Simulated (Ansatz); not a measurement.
PbS (Galena):

```
CELL_PARAMETERS angstrom
0.00000 2.96575 2.96575
2.96575 0.00000 2.96575
2.96575 2.96575 0.00000
ATOMIC_POSITIONS crystal
Pb 0.00000 0.00000 0.00000
S 0.50000 0.50000 0.50000
```

Base run:

```yaml
Program: Ansatz 0.2.0
Functional: PBEsol
Potentials_or_basis: all-electron LAPW, scalar-relativistic
Cutoff: 178 eV
Density_cutoff: 711 eV
Basis_error_allowed: 0.001 eV/atom
k_mesh: 8 × 8 × 8
Occupations: fermi-dirac, width 0.05 eV
Spin: no spin polarisation
```

Its results: band gap on the k mesh 0.25 eV, direct; pressure -0.9 GPa.

Q: The run is repeated on the same cell with these changes: functional from PBEsol to LDA. What comes out?

A: Band gap on the k mesh 0.23 eV, direct; pressure -2.6 GPa.

LDA binds more tightly than PBEsol, so the same cell stands under less pressure.

Caveats: spin-orbit coupling is left out, which as a rule narrows the gap of such compounds by several tenths of an eV.

Not every run made on this cell is shown here.
